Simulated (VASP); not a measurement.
A run of VASP 6.6.1 is set up as follows.

Contents of INCAR:

```
PREC = Accurate
ENCUT = 500
EDIFF = 1E-6
ISMEAR = 0
SIGMA = 0.01
LREAL = False
LASPH = True
NELM = 120
ALGO = Normal
ISIF = 2
LWAVE = False
LCHARG = False
GGA = PE
NBANDS = 16
GGA_COMPAT = False
```

KPOINTS

```
Automatic mesh
0
Gamma
  6 6 6
```

File POSCAR:

```
CdTe
1.0
    0.0000000000      3.3283887193      3.3283887193
    3.3283887193      0.0000000000      3.3283887193
    3.3283887193      3.3283887193      0.0000000000
Cd Te
1 1
Direct
    0.0000000000      0.0000000000      0.0000000000
    0.2500000000      0.2500000000      0.2500000000
```

Potentials or basis: VASP PAW PBE potentials, release 64 (Cd, Te).

Launch:

```sh
$ cat potpaw_PBE.64/Cd/POTCAR potpaw_PBE.64/Te/POTCAR > POTCAR
$ mpirun -np 1 vasp_std > vasp.out
```

Predict the band gap on the k mesh.

0.53 eV, direct.

Estimate the pressure.

-0.5 GPa.

Caveat: spin-orbit coupling is left out, which moves the levels of the heavy elements.

**Measured values to compare with.**

A printed reference work, data compilation reports, for a bulk crystal of CdTe at 0 K: band gap 1.607 eV.

Against the measured gap of CdTe, 1.607 eV (0 K; a printed reference work, data compilation), the calculated 0.53 eV is off by -1.08 eV. So large a miss can be the level of theory's own, or it may mean another phase, state or a wrong row. Spin-orbit coupling on Cd, Te is left out. The value is that of PBE, without temperature or zero-point motion. Semilocal functionals fall short of measured gaps as a rule.
